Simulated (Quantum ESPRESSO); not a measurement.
# PtS2 (P-3m1) in Quantum ESPRESSO: a series of runs

Aim: see how the results for PtS2 move with the level of theory and the settings. Levels: LDA, PBE, PBEsol. Tasks: dielectric tensor.

Everything below comes from runs of Quantum ESPRESSO 7.5. Logs are shortened: lines on timing, memory, paths and dates and some standing lists are left out, and cuts for length are marked.

**1. The crystal as given**

The structure is trigonal, space group P-3m1 (No. 164). The conventional cell has a = 3.543 Å, b = 3.543 Å, c = 5.039 Å, α = 90.00°, β = 90.00°, γ = 120.00°. Pt (site symmetry -3m) has 6 S at 2.34 Å as nearest neighbours. Around S (site symmetry 3m) lie 3 Pt at 2.34 Å.

**2. Dielectric tensor, LDA**

pw.in reads:

```
&CONTROL
  calculation = 'scf'
  prefix = 'pwscf'
  outdir = './tmp'
  pseudo_dir = './pseudo'
  tprnfor = .true.
  tstress = .true.
  disk_io = 'low'
/
&SYSTEM
  ibrav = 0
  celldm(1) = 8
  nat = 3
  ntyp = 2
  ecutwfc = 45
  ecutrho = 360
  nbnd = 21
  occupations = 'smearing'
  smearing = 'fd'
  degauss = 0.00367493
/
&ELECTRONS
  conv_thr = 6d-10
  electron_maxstep = 120
  mixing_beta = 0.5
/
ATOMIC_SPECIES
Pt   195.0840 pt_lda_v1.4.uspp.F.UPF
S     32.0600 s_lda_v1.4.uspp.F.UPF
CELL_PARAMETERS alat
  0.8369597005968   0.0000000000000   0.0000000000000
 -0.4184798502984   0.7248283626632   0.0000000000000
  0.0000000000000   0.0000000000000   1.1902439995955
ATOMIC_POSITIONS crystal
Pt     0.0000000000    0.0000000000    0.0000000000
S      0.6666666667    0.3333333333    0.7730000000
S      0.3333333333    0.6666666667    0.2270000000
K_POINTS automatic
8 8 4 0 0 1
```

gamma.in reads:

```
&CONTROL
  calculation = 'bands'
  prefix = 'pwscf'
  outdir = './tmp'
  pseudo_dir = './pseudo'
  disk_io = 'low'
  verbosity = 'high'
/
&SYSTEM
  ibrav = 0
  celldm(1) = 8
  nat = 3
  ntyp = 2
  ecutwfc = 45
  ecutrho = 360
  nbnd = 21
  occupations = 'smearing'
  smearing = 'fd'
  degauss = 0.00367493
/
&ELECTRONS
  conv_thr = 1d-08
  electron_maxstep = 120
  mixing_beta = 0.5
  diago_full_acc = .true.
  startingwfc = 'random'
/
ATOMIC_SPECIES
Pt   195.0840 pt_lda_v1.4.uspp.F.UPF
S     32.0600 s_lda_v1.4.uspp.F.UPF
CELL_PARAMETERS alat
  0.8369597005968   0.0000000000000   0.0000000000000
 -0.4184798502984   0.7248283626632   0.0000000000000
  0.0000000000000   0.0000000000000   1.1902439995955
ATOMIC_POSITIONS crystal
Pt     0.0000000000    0.0000000000    0.0000000000
S      0.6666666667    0.3333333333    0.7730000000
S      0.3333333333    0.6666666667    0.2270000000
K_POINTS crystal
1
0.0 0.0 0.0 1
```

scf2.in reads:

```
&CONTROL
  calculation = 'scf'
  prefix = 'pwscf'
  outdir = './tmp'
  pseudo_dir = './pseudo'
  tprnfor = .true.
  tstress = .true.
  disk_io = 'low'
/
&SYSTEM
  ibrav = 0
  celldm(1) = 8
  nat = 3
  ntyp = 2
  ecutwfc = 45
  ecutrho = 360
  nbnd = 21
  occupations = 'fixed'
/
&ELECTRONS
  conv_thr = 1d-13
  electron_maxstep = 120
  mixing_beta = 0.5
  startingpot = 'file'
/
ATOMIC_SPECIES
Pt   195.0840 pt_lda_v1.4.uspp.F.UPF
S     32.0600 s_lda_v1.4.uspp.F.UPF
CELL_PARAMETERS alat
  0.8369597005968   0.0000000000000   0.0000000000000
 -0.4184798502984   0.7248283626632   0.0000000000000
  0.0000000000000   0.0000000000000   1.1902439995955
ATOMIC_POSITIONS crystal
Pt     0.0000000000    0.0000000000    0.0000000000
S      0.6666666667    0.3333333333    0.7730000000
S      0.3333333333    0.6666666667    0.2270000000
K_POINTS automatic
8 8 4 0 0 1
```

ph.in reads:

```
dielectric of PtS2
&INPUTPH
  prefix = 'pwscf'
  outdir = './tmp'
  tr2_ph = 1d-18
  fildyn = 'dyn'
  niter_ph = 90
  alpha_mix(1) = 0.7
  epsil = .true.
  trans = .false.
  zeu = .true.
/
0.0000000000 0.0000000000 0.0000000000
```

Potentials or basis: GBRV 1.5 LDA.

Started as:

```
$ OMP_NUM_THREADS=1 pw.x -in pw.in > pw.out
$ OMP_NUM_THREADS=1 pw.x -in gamma.in > gamma.out
$ OMP_NUM_THREADS=1 pw.x -in scf2.in > scf2.out
$ OMP_NUM_THREADS=1 ph.x -in ph.in > ph.out
```

pw.out:

```text
This program is part of the open-source Quantum ESPRESSO suite
     for quantum simulation of materials; please cite
[... 9 lines left out ...]
     --------------------
     sticks:   dense  smooth     PW     G-vecs:    dense   smooth      PW
     Sum        1111     559    163                42615    15071    2465

     Using Slab Decomposition

     bravais-lattice index     =            0
     lattice parameter (alat)  =       8.0000  a.u.
     unit-cell volume          =     369.6968 (a.u.)^3
     number of atoms/cell      =            3
     number of atomic types    =            2
     number of electrons       =        28.00
     number of Kohn-Sham states=           21
     kinetic-energy cutoff     =      45.0000  Ry
     charge density cutoff     =     360.0000  Ry
     scf convergence threshold =      6.0E-10
     mixing beta               =       0.5000
     number of iterations used =            8  plain     mixing
     Exchange-correlation=  SLA  PZ   NOGX NOGC
                           (   1   1   0   0   0   0   0)

     celldm(1)=   8.000000  celldm(2)=   0.000000  celldm(3)=   0.000000
     celldm(4)=   0.000000  celldm(5)=   0.000000  celldm(6)=   0.000000

     crystal axes: (cart. coord. in units of alat)
               a(1) = (   0.836960   0.000000   0.000000 )
               a(2) = (  -0.418480   0.724828   0.000000 )
               a(3) = (   0.000000   0.000000   1.190244 )

     reciprocal axes: (cart. coord. in units 2 pi/alat)
               b(1) = (  1.194801  0.689818 -0.000000 )
               b(2) = (  0.000000  1.379637  0.000000 )
               b(3) = (  0.000000 -0.000000  0.840164 )

     PseudoPot. # 1 for Pt read from file:
     pt_lda_v1.4.uspp.F.UPF
     Pseudo is Ultrasoft + core correction, Zval = 16.0
     Generated by new atomic code, or converted to UPF format
     Using radial grid of  985 points,  6 beta functions with:
                l(1) =   0
                l(2) =   0
                l(3) =   1
                l(4) =   1
                l(5) =   2
                l(6) =   2
     Q(r) pseudized with  8 coefficients,  rinner =    1.300   1.300   1.300
                                                       1.300   1.300

     PseudoPot. # 2 for S  read from file:
     s_lda_v1.4.uspp.F.UPF
     Pseudo is Ultrasoft + core correction, Zval =  6.0
     Generated by new atomic code, or converted to UPF format
     Using radial grid of  907 points,  6 beta functions with:
                l(1) =   0
                l(2) =   0
                l(3) =   1
                l(4) =   1
                l(5) =   2
                l(6) =   2
     Q(r) pseudized with  8 coefficients,  rinner =    1.300   1.300   1.300
                                                       1.300   1.300

     atomic species   valence    mass     pseudopotential
     Pt               16.00   195.08400     Pt( 1.00)
     S                 6.00    32.06000     S ( 1.00)

     12 Sym. Ops., with inversion, found

   Cartesian axes

     site n.     atom                  positions (alat units)
         1        Pt     tau(   1) = (   0.0000000   0.0000000   0.0000000  )
         2        S      tau(   2) = (   0.4184799   0.2416095   0.9200586  )
         3        S      tau(   3) = (  -0.0000000   0.4832189   0.2701854  )

     number of k points=    30  Fermi-Dirac smearing, width (Ry)=  0.0037
                       cart. coord. in units 2pi/alat
        k(    1) = (   0.0000000   0.0000000   0.1050205), wk =   0.0156250
        k(    2) = (   0.0000000   0.0000000   0.3150614), wk =   0.0156250
        k(    3) = (   0.0000000   0.1724546   0.1050205), wk =   0.0468750
        k(    4) = (   0.0000000   0.1724546   0.3150614), wk =   0.0468750
        k(    5) = (   0.0000000   0.3449092   0.1050205), wk =   0.0468750
        k(    6) = (   0.0000000   0.3449092   0.3150614), wk =   0.0468750
[... 22 lines left out ...]
        k(   29) = (  -0.1493501   0.6035912  -0.1050205), wk =   0.0937500
        k(   30) = (  -0.1493501   0.6035912  -0.3150614), wk =   0.0937500

     Dense  grid:    42615 G-vectors     FFT dimensions: (  45,  45,  60)

     Smooth grid:    15071 G-vectors     FFT dimensions: (  30,  30,  45)

     Check: negative core charge=   -0.000001

     Initial potential from superposition of free atoms

     starting charge      27.4999, renormalised to      28.0000

     negative rho (up, down):  1.795E-01 0.000E+00
     Starting wfcs are   20 randomized atomic wfcs +    1 random wfcs

     Self-consistent Calculation

     iteration #  1     ecut=    45.00 Ry     beta= 0.50
     Davidson diagonalization with overlap
     ethr =  1.00E-02,  avg # of iterations =  6.0

     negative rho (up, down):  1.658E-01 0.000E+00
[... 85 lines left out ...]
     iteration # 11     ecut=    45.00 Ry     beta= 0.50
     Davidson diagonalization with overlap
     ethr =  6.51E-12,  avg # of iterations =  1.9

     negative rho (up, down):  1.683E-01 0.000E+00

     End of self-consistent calculation

          k = 0.0000 0.0000 0.1050 (  1893 PWs)   bands (ev):

   -43.3911 -43.3911 -43.2159  -5.0294  -1.8604   3.4175   3.4175   3.7131
     6.4815   6.4815   8.6360   9.3385   9.3385  10.2209  12.9965  12.9965
    15.1366  16.2719  18.2009  18.2009  21.8572
[... 39 lines left out ...]
   -43.4113 -43.3962 -43.2134  -3.4122  -2.5610   3.0752   4.1145   4.4355
     5.9612   6.4400   7.3626   8.0577   8.3263   9.7621  11.7972  12.4772
    15.4836  16.3308  19.0934  20.3552  21.0187

          k = 0.0000-0.6898 0.1050 (  1886 PWs)   bands (ev):

   -43.4147 -43.3971 -43.2129  -3.0379  -2.7042   2.8418   4.2554   5.1809
     6.0194   7.1073   7.1695   7.2224   7.5414   8.2713  12.3355  13.1940
    15.6631  16.6606  18.8146  19.0764  20.9191

          k = 0.0000-0.6898 0.3151 (  1894 PWs)   bands (ev):

   -43.4147 -43.3971 -43.2130  -3.0976  -2.5774   2.6682   4.1865   5.0945
     5.6391   7.1454   7.2063   7.3492   7.7261   8.9874  12.6531  12.7881
    15.3482  16.1575  18.4912  20.2584  20.6481

          k = 0.1494 0.2587 0.1050 (  1873 PWs)   bands (ev):
[... 91 lines left out ...]
   -43.4113 -43.3962 -43.2134  -3.3110  -2.7102   3.2260   4.1474   4.6194
     5.7995   6.3678   7.4476   7.9183   8.2997   9.0047  12.6580  12.6594
    15.3980  16.8964  18.6449  20.2321  20.4291

          k =-0.1494 0.4311-0.1050 (  1878 PWs)   bands (ev):

   -43.4076 -43.3968 -43.2137  -3.7251  -2.4625   3.8990   4.1146   4.6312
     5.3215   5.8145   7.2899   8.2009   8.5853   9.5560  12.2476  12.5178
    16.2582  18.1145  18.2604  19.3183  20.0043

          k =-0.1494 0.4311-0.3151 (  1886 PWs)   bands (ev):

   -43.4076 -43.3968 -43.2137  -3.5511  -2.6613   3.6118   3.9436   4.6666
     5.7418   5.8333   7.3884   8.3977   8.9990   9.1242  11.9492  12.5364
    16.4477  17.3599  19.1395  19.3163  20.2605

          k =-0.1494 0.6036-0.1050 (  1891 PWs)   bands (ev):

   -43.4129 -43.3990 -43.2130  -3.0405  -2.7137   3.1659   4.1879   5.2225
     5.5610   6.2111   7.1878   7.3785   8.0835   8.8951  12.3392  12.5001
    15.9341  17.6448  18.3435  19.5895  20.4450

          k =-0.1494 0.6036-0.3151 (  1890 PWs)   bands (ev):

   -43.4129 -43.3990 -43.2130  -3.0089  -2.7011   3.0129   4.0924   5.0873
     5.5937   6.2699   7.1876   7.3744   8.5390   8.7958  12.2608  12.9604
    15.8721  16.9660  18.7708  19.7410  20.4150

     the Fermi energy is    10.9366 ev

!    total energy              =    -259.07717244 Ry
     estimated scf accuracy    <          4.0E-11 Ry
     smearing contrib. (-TS)   =      -0.00000083 Ry
     internal energy E=F+TS    =    -259.07717160 Ry

     The total energy is F=E-TS. E is the sum of the following terms:
     one-electron contribution =     -98.63222006 Ry
     hartree contribution      =      64.11630367 Ry
     xc contribution           =     -73.68238739 Ry
     ewald contribution        =    -150.87886783 Ry

     convergence has been achieved in  11 iterations

     negative rho (up, down):  1.683E-01 0.000E+00

     Forces acting on atoms (cartesian axes, Ry/au):

     atom    1 type  1   force =    -0.00000000    0.00000000    0.00000000
     atom    2 type  2   force =    -0.00000000    0.00000000   -0.03164287
     atom    3 type  2   force =     0.00000000   -0.00000000    0.03164287

     Total force =     0.044750     Total SCF correction =     0.000011

     Computing stress (Cartesian axis) and pressure

     negative rho (up, down):  1.683E-01 0.000E+00
          total   stress  (Ry/bohr**3)                   (kbar)     P=       33.62
   0.00023668  -0.00000000   0.00000000           34.82       -0.00        0.00
   0.00000000   0.00023668   0.00000000            0.00       34.82        0.00
   0.00000000   0.00000000   0.00021222            0.00        0.00       31.22

=------------------------------------------------------------------------------=
   JOB DONE.
=------------------------------------------------------------------------------=
```

It took 10 min on 1 thread of Intel Xeon at 2.50GHz (Skylake/Cascade Lake), shared host; peak memory 0.2 GiB.

What came out:

```yaml
Free_energy: -3524.9245 eV
Pressure: 3.4 GPa
Largest_force: 0.814 eV/Å
Electronic_dielectric_tensor_diagonal: 19.35, 19.35, 9.78
Born_charges_mean_of_the_diagonal: Pt +1.63; S -0.80 e
```

Forces on the atoms (eV/Å):
```
Pt   0.000  0.000  0.000
S    0.000  0.000 -0.814
S    0.000  0.000  0.814
```

Stress tensor (GPa, compression positive):
```
3.48 0.00 0.00
0.00 3.48 0.00
0.00 0.00 3.12
```

Electronic dielectric tensor:
```
19.35  0.00  0.00
 0.00 19.35  0.00
 0.00  0.00  9.78
```

Born effective charge tensors (e):
atom 1, Pt
```
 2.81  0.00  0.00
 0.00  2.81  0.00
 0.00  0.00 -0.74
```
atom 2, S
```
-1.39  0.00  0.00
 0.00 -1.39  0.00
 0.00  0.00  0.39
```
atom 3, S
```
-1.39  0.00  0.00
 0.00 -1.39  0.00
 0.00  0.00  0.39
```

Caveat: the mesh is thin for the dielectric tensor, Born charges and intensities, which usually come out too large; the cell is more than 3 GPa from zero pressure, which shifts response properties.

(Continued in part 2 of 3.)
